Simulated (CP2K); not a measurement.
**MoS2 under changes of volume**

One of the cells (17.864 Å³/atom); the others are scaled copies at fixed shape and fractional positions:

```
Mo S
1.0
     3.16900    0.00000    0.00000
    -1.58450    2.74443    0.00000
     0.00000    0.00000   12.32400
Mo S
2 4
Direct
  0.66667 0.33333 0.75000
  0.33333 0.66667 0.25000
  0.66667 0.33333 0.37700
  0.33333 0.66667 0.87700
  0.66667 0.33333 0.12300
  0.33333 0.66667 0.62300
```

```yaml
Program: CP2K 2026.2
Functional: PBE
Potentials_or_basis: POTENTIAL_UZH Mo GTH-PBE-q14, S GTH-PBE-q6; TZVP-MOLOPT-PBE-GTH basis
Density_cutoff: 6123 eV
k_mesh: 10 × 10 × 3
Occupations: fermi-dirac, width 0.05 eV
Spin: no spin polarisation
```

| volume (Å³/atom) | energy over the lowest point (meV/atom) | pressure (GPa) | gap on the mesh (eV) | largest force (eV/Å) |
| --- | --- | --- | --- | --- |
| 16.792 | 62.47 | 14.6 | 0.87 | 1.214 |
| 17.149 | 34.65 | 10.5 | 0.90 | 0.818 |
| 17.507 | ? | ? | ? | ? |
| 17.864 | 4.24 | 3.4 | 0.94 | 0.113 |
| 18.221 | 0.00 | 0.4 | 0.96 | 0.200 |
| 18.578 | 2.09 | -2.3 | 0.97 | 0.490 |
| 18.936 | 9.88 | -4.7 | 0.98 | 0.758 |

Task: What does the run at 17.507 Å³/atom give?

Result: Energy over the lowest point 15.53 meV/atom; pressure 6.8 GPa; gap on the mesh 0.92 eV; largest force 0.452 eV/Å.

Worked out: A Birch-Murnaghan fit of order 3 (a polynomial in V^(-2/3)) to the other rows has its minimum at 18.28 Å³/atom with B0 = V·E''(V) = 143 GPa and B' = 4.4 at fixed shape and positions, which overstates the stiffness. It gives 15.50 meV/atom at 17.507 Å³/atom, against the run's 15.53, and -dE/dV = 6.7 GPa, against 6.8. A parabola through the other rows of the gap, of slope 1.06 eV per unit of ln V there, gives 0.92 eV, against the run's 0.92.

Energies are extrapolated to zero smearing.

Caveats: an odd mesh through Γ misses points on the zone boundary, where band edges often lie; this functional lacks dispersion, which binds the layers, so the pressure and a relaxed spacing across them are unreliable; the basis of atomic orbitals isn't converged, which shifts pressures, moduli and gaps; forces of over 1 eV/Å show positions far from the minimum, so gaps and moduli don't describe the material at rest (some runs). Spin-orbit coupling on Mo is left out.
